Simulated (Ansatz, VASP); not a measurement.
**Two plane-wave programs on TiAl**

```xyz
2
Lattice="3.0180 0.0000 0.0000 0.0000 3.0180 0.0000 0.0000 0.0000 3.0180" Properties=species:S:1:pos:R:3 pbc="T T T"
Ti    1.5090    1.5090    1.5090
Al    0.0000    0.0000    0.0000
```

Alike in both runs: task single point; functional LDA; k mesh 8 × 8 × 8; occupations gaussian, width 0.3 eV; no spin polarisation.

|  | VASP | Ansatz |
| --- | --- | --- |
| version | VASP 6.6.1 | Ansatz 0.2.0 |
| potentials or method | VASP PAW LDA potentials, release 64 (Ti_sv, Al) | plane waves, PAW |
| plane-wave cutoff (eV) | 520 | 420 |
| valence electrons in the cell | 15 | 15 |

|  | VASP | Ansatz | Ansatz less VASP |
| --- | --- | --- | --- |
| pressure (GPa) | 16.6 | 16.4 | -0.18 |

Caveats: so large a pressure means that the cell lies far from this level's equilibrium, or that cutoff or potentials fall short (VASP).
